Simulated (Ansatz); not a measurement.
# Si (P6_3/mmc): how far a G0W0 gap depends on its settings, part 2 of 2

Ansatz 0.2.0, plane waves.

**6. Starting from LDA**

File input.yaml:

```yaml
crystal:
  lattice:
    - [3.8321167759, 0.0, 0.0]
    - [-1.916058388, 3.3187104782, 0.0]
    - [0.0, 0.0, 6.3412387344]
  atoms:
    - { symbol: Si, position: [0.3333333333, 0.6666666667, 0.0630612455] }
    - { symbol: Si, position: [0.6666666667, 0.3333333333, 0.5630612455] }
    - { symbol: Si, position: [0.3333333333, 0.6666666667, 0.4369387545] }
    - { symbol: Si, position: [0.6666666667, 0.3333333333, 0.9369387545] }
kpoints:
  mp_grid: { grid: [6, 6, 2] }
hamiltonian:
  xc: lda
scf:
  occupations: { method: fixed }
gw:
  n_empty_bands: 303
  ecut_chi: 140
  qp_bands: [v2, c2]
  qp_kpoints: band_edges
  screening: { model: contour_deformation }
```

On the command line:

```bash
> ansatz run input.yaml --threads 2 --pin off --max-ram 3686MiB --backend cpu --events-out ev --progress --plain --runs-dir out
```

The log of the run (excerpt; [...] marks lines left out):

```text
Warning: RAYON_NUM_THREADS=2 ignored (pool sized by the plan → 2); use --threads N
[...]
Pseudopotentials: kind: paw
Pseudopotential: Si, paw, valence charge 4, recommended cutoff 420 eV (normal), Si.paw.azcp
Functional definition: SPW92
[...]
Crystal: 4 atoms, lattice volume = 80.646 Å³
Basis set: ecut = 420 eV, 1581 PW (Γ)
Bands: 12, of which v1, the nominal top of the filled ones, is band 8 counted from 1 (7 counted from 0)
Symmetry: 24 space group operations
[...]
    12     9      6.9593    -5.3104    -3.8928    -9.3419  0.7753     7.0983     7.0980  root
    12    10     11.5023    -6.9746    -5.6819   -12.9727  0.7231    11.8198    11.8185  root
    13     7      4.2411   -14.8646     1.4838   -12.9765  0.7410     3.8349     3.8367  root
    13     8      4.2411   -14.8646     1.4838   -12.9765  0.7410     3.8349     3.8367  root
    13     9      7.7067    -6.9664    -4.1895   -11.4034  0.7638     7.9548     7.9541  root
    13    10      7.7067    -6.9664    -4.1895   -11.4034  0.7638     7.9548     7.9541  root
```

It took 2 min on 2 threads of Arm Neoverse V2, shared host; peak memory 0.64 GiB.

With 303 empty bands and 140 eV for the screening, the 6×6×2 mesh shows 0.32 eV for LDA and 0.84 eV for the quasiparticles (+0.52 eV). The renormalisation factors Z of the two edge bands lie between 0.72 and 0.78.

**7. Starting from PBE**

Edit input.yaml of step 6 so:

```diff
@@ -13,3 +13,3 @@
 hamiltonian:
-  xc: lda
+  xc: pbe
 scf:
```

On the command line:

```bash
> ansatz run input.yaml --threads 2 --pin off --max-ram 3686MiB --backend cpu --events-out ev --progress --plain --runs-dir out
```

The log of the run (excerpt; [...] marks lines left out):

```text
Warning: RAYON_NUM_THREADS=2 ignored (pool sized by the plan → 2); use --threads N
[...]
Pseudopotentials: kind: paw
Pseudopotential: Si, paw, valence charge 4, recommended cutoff 420 eV (normal), Si.paw.azcp
Functional definition: PBE
[...]
Crystal: 4 atoms, lattice volume = 80.646 Å³
Basis set: ecut = 420 eV, 1581 PW (Γ)
Bands: 12, of which v1, the nominal top of the filled ones, is band 8 counted from 1 (7 counted from 0)
Symmetry: 24 space group operations
[...]
    12     9      7.2509    -5.3077    -3.8473    -9.0958  0.7763     7.1917     7.1917  root
    12    10     11.7621    -6.8812    -5.5994   -12.6354  0.7235    11.9170    11.9168  root
    13     7      4.4169   -14.8737     1.5530   -12.7836  0.7426     3.8762     3.8799  root
    13     8      4.4169   -14.8737     1.5530   -12.7836  0.7426     3.8762     3.8799  root
    13     9      7.9658    -6.9103    -4.1370   -11.1268  0.7657     8.0452     8.0452  root
    13    10      7.9658    -6.9103    -4.1370   -11.1268  0.7657     8.0452     8.0452  root
```

Run time: 1.9 min. Hardware: 2 threads of Arm Neoverse V2, shared host; peak memory 0.64 GiB.

On its 6×6×2 mesh the gap goes from 0.42 eV (PBE) to 0.89 eV, a shift of +0.47 eV, with 303 empty bands and a screening cutoff of 140 eV. The renormalisation factors Z of the two edge bands lie between 0.72 and 0.78.

**8. A plasmon pole in place of the full frequency dependence**

Edit input.yaml of step 7 so:

```diff
@@ -13,3 +13,3 @@
 hamiltonian:
-  xc: pbe
+  xc: r2scan
 scf:
@@ -21,2 +21,2 @@
   qp_kpoints: band_edges
-  screening: { model: contour_deformation }
+  screening: { model: godby_needs }
```

On the command line:

```bash
> ansatz run input.yaml --threads 2 --pin off --max-ram 3686MiB --backend cpu --events-out ev --progress --plain --runs-dir out
```

The log of the run (excerpt; [...] marks lines left out):

```text
Warning: RAYON_NUM_THREADS=2 ignored (pool sized by the plan → 2); use --threads N
[...]
Pseudopotentials: kind: paw
Pseudopotential: Si, paw, valence charge 4, recommended cutoff 500 eV (meta_gga), Si.paw.azcp
Functional definition: r2SCAN
[...]
Crystal: 4 atoms, lattice volume = 80.646 Å³
Basis set: ecut = 500 eV, 2033 PW (Γ), exchange–correlation on 120×120×192 points (64 copies of the dense FFT grid, shifted against one another)
[...]
    12     9      7.3293    -5.2722    -3.7398    -9.0058  0.7905     7.3230     7.3230  root
    12    10     12.1003    -5.4341    -4.7660   -10.0908  0.7701    11.9912    11.9910  root
    13     7      4.2316   -14.9037     1.6338   -12.9316  0.7631     3.8923     3.8933  root
    13     8      4.2316   -14.9037     1.6338   -12.9316  0.7631     3.8923     3.8933  root
    13     9      8.1713    -6.8094    -4.0127   -10.8770  0.7818     8.2262     8.2262  root
    13    10      8.1713    -6.8094    -4.0127   -10.8770  0.7818     8.2262     8.2262  root
```

It took 2.7 min on 2 threads of Arm Neoverse V2, shared host; peak memory 1.2 GiB.

On its 6×6×2 mesh the gap goes from 0.61 eV (r2SCAN) to 0.98 eV, a shift of +0.37 eV, with 303 empty bands and a screening cutoff of 140 eV. The renormalisation factors Z of the two edge bands lie between 0.75 and 0.79.

**9. A finer mesh, 6×6×4**

Edit input.yaml of step 8 so:

```diff
@@ -11,3 +11,3 @@
 kpoints:
-  mp_grid: { grid: [6, 6, 2] }
+  mp_grid: { grid: [6, 6, 4] }
 hamiltonian:
@@ -17,6 +17,6 @@
 gw:
-  n_empty_bands: 303
-  ecut_chi: 140
+  n_empty_bands: 131
+  ecut_chi: 80
   qp_bands: [v2, c2]
   qp_kpoints: band_edges
-  screening: { model: godby_needs }
+  screening: { model: contour_deformation }
```

On the command line:

```bash
> ansatz run input.yaml --threads 2 --pin off --max-ram 3686MiB --backend cpu --events-out ev --progress --plain --runs-dir out
```

The log of the run (excerpt; [...] marks lines left out):

```text
Warning: RAYON_NUM_THREADS=2 ignored (pool sized by the plan → 2); use --threads N
[...]
Pseudopotentials: kind: paw
Pseudopotential: Si, paw, valence charge 4, recommended cutoff 500 eV (meta_gga), Si.paw.azcp
Functional definition: r2SCAN
[...]
Crystal: 4 atoms, lattice volume = 80.646 Å³
Basis set: ecut = 500 eV, 2033 PW (Γ), exchange–correlation on 120×120×192 points (64 copies of the dense FFT grid, shifted against one another)
[...]
    18     9      7.3301    -5.3365    -3.6106    -9.0054  0.7886     7.3885     7.3885  root
    18    10     12.0995    -5.4300    -4.6795   -10.0901  0.7503    12.0801    12.0801  root
    20     7      4.2329   -14.8249     1.6852   -12.9334  0.7565     4.0261     4.0266  root
    20     8      4.2329   -14.8249     1.6852   -12.9334  0.7565     4.0261     4.0266  root
    20     9      8.1732    -6.8861    -3.8408   -10.8757  0.7793     8.3222     8.3220  root
    20    10      8.1732    -6.8861    -3.8408   -10.8757  0.7793     8.3222     8.3220  root
```

It took 53 s on 2 threads of Arm Neoverse V2, shared host; peak memory 0.56 GiB.

With 131 empty bands and 80 eV for the screening, the 6×6×4 mesh shows 0.61 eV for r2SCAN and 0.90 eV for the quasiparticles (+0.29 eV). The renormalisation factors Z of the two edge bands lie between 0.74 and 0.79.

**10. Norm-conserving pseudopotentials**

Edit input.yaml of step 9 so:

```diff
@@ -11,5 +11,6 @@
 kpoints:
-  mp_grid: { grid: [6, 6, 4] }
+  mp_grid: { grid: [6, 6, 2] }
 hamiltonian:
   xc: r2scan
+  pseudopotentials: { kind: nc }
 scf:
@@ -17,4 +18,4 @@
 gw:
-  n_empty_bands: 131
-  ecut_chi: 80
+  n_empty_bands: 303
+  ecut_chi: 140
   qp_bands: [v2, c2]
```

On the command line:

```bash
> ansatz run input.yaml --threads 2 --pin off --max-ram 3686MiB --backend cpu --events-out ev --progress --plain --runs-dir out
```

The log of the run:

```text
Warning: RAYON_NUM_THREADS=2 ignored (pool sized by the plan → 2); use --threads N
Engine: ansatz 0.2.0, aarch64-unknown-linux-gnu
Pseudopotentials: kind: nc
Pseudopotential: Si, nc, valence charge 4, recommended cutoff 489.804952 eV (normal), Si.nc.azcp
Functional definition: r2SCAN
  parameter k0 = 0.174
  parameter k1 = 0.065
  parameter a1 = 4.9479
  exchange = r2scan_x(k0 = k0, k1 = k1, a1 = a1)
  correlation = r2scan_c
Crystal: 4 atoms, lattice volume = 80.646 Å³
Basis set: ecut = 489.804952 eV, 1967 PW (Γ)
Bands: 12, of which v1, the nominal top of the filled ones, is band 8 counted from 1 (7 counted from 0)
Symmetry: 24 space group operations
Space group: P63/mmc (ITA 194), of the structure as read, at distance tolerance 4.3e-5 Å
k-points: 14 of 72
Non-local potential: Si, projectors of the file, l = 0: 2, l = 1: 2, l = 2: 2
Initial density: superposition of atomic densities (chi_scale 0.1, normalization cell)
Initial wavefunctions: pseudopotential atomic-orbital guess
Functional: x = r2scan, c = r2scan; τ floored in thin density (d = 2e-4 eV/Å³)
SCF iter   1: F=—  HF=-474.212374 eV  |F-HF|=—  |Δ(HF+E_count)|=         —  Δρ=4.53e-2  dr2=1.56e0  dr2_τ=2.71e-2  ethr=3.10e-3  ⟨swp⟩=5.3  Hψ=1039  notcnv=0  defer=24
preconditioner: auto → none  [insulator: Δε(μ)=0.835 eV  Ē_g=8.560 eV  n_scr=10 (ndim 8)  ℏωp=16.5 eV  f_vac=0.000  ε∞_Penn≈4.7]
SCF iter   2: F=—  HF=-474.081924 eV  |F-HF|=—  |Δ(HF+E_count)|=   1.30e-1  Δρ=2.13e-2  dr2=2.96e-1  dr2_τ=1.52e-3  ethr=3.10e-3  ⟨swp⟩=3.0  Hψ=419  notcnv=0  defer=24
SCF iter   3: F=—  HF=-474.106798 eV  |F-HF|=—  |Δ(HF+E_count)|=   2.49e-2  Δρ=1.79e-3  dr2=1.54e-3  dr2_τ=1.86e-5  ethr=1.85e-3  ⟨swp⟩=2.9  Hψ=270  notcnv=0  defer=25
SCF iter   4: F=—  HF=-474.107804 eV  |F-HF|=—  |Δ(HF+E_count)|=   1.01e-3  Δρ=1.67e-4  dr2=2.15e-5  dr2_τ=1.76e-6  ethr=9.62e-6  ⟨swp⟩=2.1  Hψ=309  notcnv=0  defer=27
SCF iter   5: F=—  HF=-474.107805 eV  |F-HF|=—  |Δ(HF+E_count)|=   1.57e-6  Δρ=1.53e-5  dr2=1.91e-7  dr2_τ=1.27e-8  ethr=1.35e-7  ⟨swp⟩=2.6  Hψ=289  notcnv=0  defer=24
SCF iter   6: F=-474.107806 eV  HF=-474.107806 eV  |F-HF|=2.43e-7  |Δ(HF+E_count)|=   9.63e-7  Δρ=3.03e-6  dr2=1.02e-8  dr2_τ=4.50e-10  ethr=6.25e-10  ⟨swp⟩=7.1  Hψ=1020  notcnv=0
SCF 1 converged in 6 iterations: F = -474.107806 eV  dr2 = 1.02e-8
NSCF: frozen V_eff on 14 k-points
G₀W₀ screening: q 1/14
G₀W₀ screening: q 2/14 (q-point 11)
G₀W₀ screening: q 3/14 (q-point 12)
G₀W₀ screening: q 4/14 (q-point 3)
G₀W₀ screening: q 5/14 (q-point 4)
G₀W₀ screening: q 6/14 (q-point 5)
G₀W₀ screening: q 7/14 (q-point 6)
G₀W₀ screening: q 8/14 (q-point 9)
G₀W₀ screening: q 9/14 (q-point 10)
G₀W₀ screening: q 10/14 (q-point 7)
G₀W₀ screening: q 11/14 (q-point 8)
G₀W₀ screening: q 12/14 (q-point 13)
G₀W₀ screening: q 13/14 (q-point 14)
G₀W₀ screening: q 14/14 (q-point 2)
G₀W₀ self-energy: k 1/12
G₀W₀ self-energy: k 2/12
G₀W₀ self-energy: k 3/12
G₀W₀ self-energy: k 4/12
G₀W₀ self-energy: k 5/12
G₀W₀ self-energy: k 6/12
G₀W₀ self-energy: k 7/12
G₀W₀ self-energy: k 8/12
G₀W₀ self-energy: k 9/12
G₀W₀ self-energy: k 10/12
G₀W₀ self-energy: k 11/12
G₀W₀ self-energy: k 12/12
SCF converged after 6 iterations
Free energy (F): -474.107806 eV
Harris-Foulkes:  -474.107806 eV  (|F-HF|=2.43e-7)
Internal energy: -474.107806 eV  (E = F + TS)
E sigma→0 (E₀):  -474.107806 eV
Fermi energy:    6.355555 eV
--- Per-component energies (eV) ---
  E_band       = 12.895046
  E_kinetic    = 171.175463
  E_local      = -118.404981  (includes V_loc(G=0)·N_el)
  E_nonlocal   = 79.218357
  E_hartree    = 30.614443
  E_xc         = -181.318995
  E_vxc        = -187.956513  (∫ρ·V_xc dr)
  E_vtau       = 7.634752  (kinetic-family band-sum trace: ∫τ·v_τ [+ j·A + Jᵃ·Aᵃ] dr)
  E_ewald      = -455.392094
  E_smearing   = -0.000000  (= −TS)
  E_closure    = 0.000000  (closes the sum)
  Σ components = -474.107806   (vs F -474.107806, Δ=0.00e0)
--- Band table (eV; the first three rows and the last of 14) ---
  k-point 0: bands = ["-6.4216", "-4.0285", "-1.1830", "4.7465", "4.7465", "5.9746", "6.3556", "6.3556", "7.7133", "8.5104", "8.5104", "8.8851"]
  k-point 1: bands = ["-5.5949", "-5.5949", "1.9440", "1.9440", "5.3736", "5.3736", "5.3736", "5.3736", "8.4879", "8.4879", "9.5447", "9.5447"]
  k-point 2: bands = ["-6.0833", "-3.6815", "-1.0305", "2.8293", "4.1718", "4.4577", "5.4748", "5.8248", "7.9045", "9.2161", "9.3479", "9.9657"]
  k-point 13: bands = ["-2.8029", "-2.8029", "-1.3863", "-1.3863", "1.6708", "1.6708", "4.2275", "4.2275", "8.1701", "8.1701", "10.2325", "10.2325"]
--- G₀W₀: contour deformation, 7 samples at zero and on the imaginary axis and 1 off it, 72 q-points, 303 empty bands' worth ---
  eigenvalues of the whole cell's RPA ε∞ on this k-mesh (on a slab, of 1 + 4πα/V) = 10.2361, 12.2777, 12.2777; static W/v taken at q = 0 is 0.089544
  bands read: the sum over 311 bands ends inside a degenerate multiplet in 7 slots, whose members it reads at an even weight; the widest, k=1: bands 311 to 312 (counted from 1) at 1/2 each
  gw.qp_kpoints: band_edges: 12 of 14 stored k-points solved, in 1 pass; an edge of the gap read off the rows below is read off those points alone
    valence top: of the k-points left out ik 8 came nearest to being solved in a further pass, in band 8 (counted from 1, as in the quasiparticle table): it holds the edge there only if its correction is more favourable than any solved in that band by at least 1.558 eV; those differ by 0.046 eV
    conduction bottom: of the k-points left out ik 9 came nearest to being solved in a further pass, in band 10 (counted from 1, as in the quasiparticle table): it holds the edge there only if its correction is more favourable than any solved in that band by at least 2.016 eV; those differ by 0.323 eV
    ik  band        ε_KS         Σx   Σc(E_QP)       V_xc       Z   E_QP_lin       E_QP  E_QP is
     0     7      6.3556   -14.8096     0.8218   -13.5614  0.7710     5.9277     5.9291  root
     0     8      6.3556   -14.8096     0.8218   -13.5614  0.7710     5.9277     5.9291  root
     0     9      7.7133    -8.0405    -3.8642   -11.8883  0.7789     7.6970     7.6970  root
     0    10      8.5104    -6.8531    -4.0779   -11.0571  0.7695     8.6367     8.6364  root
     1     7      5.3736   -14.6453     1.0773   -13.1586  0.7664     4.9625     4.9641  root
     1     8      5.3736   -14.6453     1.0773   -13.1586  0.7664     4.9625     4.9641  root
     1     9      8.4879    -7.8446    -4.0504   -11.9019  0.7739     8.4948     8.4948  root
     1    10      8.4879    -7.8446    -4.0504   -11.9019  0.7739     8.4948     8.4948  root
     2     7      5.4748   -14.3285     0.9438   -12.9893  0.7664     5.0778     5.0794  root
     2     8      5.8248   -14.7099     0.9785   -13.3183  0.7679     5.4101     5.4117  root
     2     9      7.9045    -7.0315    -3.8456   -10.8922  0.7775     7.9196     7.9196  root
     2    10      9.2161    -7.1075    -4.4786   -11.7045  0.7618     9.3347     9.3344  root
     3     7      4.8208   -14.5330     1.2469   -12.8880  0.7620     4.4209     4.4226  root
     3     8      4.8208   -14.5330     1.2469   -12.8880  0.7620     4.4209     4.4226  root
     3     9      8.5882    -6.7748    -4.0674   -10.8697  0.7739     8.6157     8.6157  root
     3    10      8.5882    -6.7748    -4.0674   -10.8697  0.7739     8.6157     8.6157  root
     4     7      4.1988   -13.9735     1.3094   -12.2800  0.7571     3.8129     3.8147  root
     4     8      5.1023   -14.8270     1.2776   -13.1393  0.7624     4.6904     4.6922  root
     4     9      7.2819    -6.5521    -3.7117   -10.2388  0.7837     7.2569     7.2569  root
     4    10      9.3075    -6.8413    -4.2702   -11.1485  0.7704     9.3445     9.3445  root
     5     7      4.0792   -14.6530     1.5678   -12.6913  0.7539     3.6834     3.6853  root
     5     8      4.0792   -14.6530     1.5678   -12.6913  0.7539     3.6834     3.6853  root
     5     9      7.7288    -6.7357    -3.8310   -10.5557  0.7811     7.7177     7.7177  root
     5    10      7.7288    -6.7357    -3.8310   -10.5557  0.7811     7.7177     7.7177  root
     6     7      3.2448   -13.7159     1.6491   -11.6832  0.7476     2.8590     2.8612  root
     6     8      4.8242   -14.9032     1.3972   -13.0962  0.7601     4.4124     4.4144  root
     6     9      6.9629    -6.2849    -3.6845    -9.9426  0.7862     6.9361     6.9361  root
     6    10      8.9875    -6.8896    -4.1876   -11.1062  0.7736     9.0165     9.0165  root
     7     7      3.7954   -14.7300     1.6948   -12.6432  0.7507     3.4012     3.4034  root
     7     8      3.7954   -14.7300     1.6948   -12.6432  0.7507     3.4012     3.4034  root
     7     9      7.4908    -6.9361    -3.7834   -10.6863  0.7820     7.4576     7.4575  root
     7    10      7.4908    -6.9361    -3.7834   -10.6863  0.7820     7.4576     7.4575  root
    10     7      3.5122   -14.0950     1.6225   -12.0891  0.7486     3.1266     3.1288  root
    10     8      3.7856   -14.5574     1.7129   -12.4510  0.7492     3.3899     3.3920  root
    10     9      8.1177    -5.6147    -3.9570    -9.5515  0.7804     8.0974     8.0974  root
    10    10      8.9942    -6.3724    -4.2082   -10.5452  0.7706     8.9589     8.9588  root
    11     7      3.9590   -14.7028     1.6128   -12.7012  0.7523     3.5681     3.5702  root
    11     8      3.9590   -14.7028     1.6128   -12.7012  0.7523     3.5681     3.5702  root
    11     9      8.2315    -6.9434    -3.9879   -10.9248  0.7762     8.2250     8.2250  root
    11    10      8.2315    -6.9434    -3.9879   -10.9248  0.7762     8.2250     8.2250  root
    12     7      2.6090   -14.3782     2.0861   -11.9268  0.7325     2.2411     2.2437  root
    12     8      2.8554   -14.5023     2.1495   -11.9723  0.7347     2.4724     2.4750  root
    12     9      7.3310    -5.2762    -3.7736    -9.0111  0.7869     7.2923     7.2923  root
    12    10     12.1108    -5.4447    -4.8572   -10.1045  0.7469    11.9138    11.9134  root
    13     7      4.2275   -14.9028     1.5663   -12.9438  0.7544     3.8327     3.8348  root
    13     8      4.2275   -14.9028     1.5663   -12.9438  0.7544     3.8327     3.8348  root
    13     9      8.1701    -6.8453    -4.0531   -10.9162  0.7765     8.1879     8.1879  root
    13    10      8.1701    -6.8453    -4.0531   -10.9162  0.7765     8.1879     8.1879  root
```

Run time: 1.9 min. Hardware: 2 threads of Arm Neoverse V2, shared host; peak memory 0.65 GiB.

On its 6×6×2 mesh the gap goes from 0.61 eV (r2SCAN) to 1.01 eV, a shift of +0.40 eV, with 303 empty bands and a screening cutoff of 140 eV. The renormalisation factors Z of the two edge bands lie between 0.73 and 0.79.

**11. Results**

This closing draws on all 2 parts.

```
 start  potentials  frequencies  empty bands  cutoff (eV)   mesh  Kohn-Sham gap (eV)  G0W0 gap (eV)
r2SCAN         PAW         full          131           80  6×6×2                0.61           0.90
r2SCAN         PAW         full          303          140  6×6×2                0.61           1.01
r2SCAN         PAW         full          557          210  6×6×2                0.61           1.05
 HSE06         PAW         full          303          140  6×6×2                0.97           1.14
   LDA         PAW         full          303          140  6×6×2                0.32           0.84
   PBE         PAW         full          303          140  6×6×2                0.42           0.89
r2SCAN         PAW         pole          303          140  6×6×2                0.61           0.98
r2SCAN         PAW         full          131           80  6×6×4                0.61           0.90
r2SCAN          NC         full          303          140  6×6×2                0.61           1.01
```

Gaps are those on each run's own mesh.

**Reading.** With bands and cutoff raised together, from 131 bands at 80 eV to 557 at 210 eV, the gap moves by +0.14 eV, and on the last rung by +0.04 eV; extrapolated in 1/N from the last two rungs, the limit on this k mesh would lie near 1.1 eV. The starting point matters: against r2SCAN, HSE06 gives +0.12 eV, LDA gives -0.17 eV, PBE gives -0.12 eV. The plasmon pole changes the gap by -0.037 eV. Norm-conserving potentials change it by -0.006 eV. On the finer mesh the quasiparticle shift is +0.29 eV, against +0.30 eV on the coarse one.
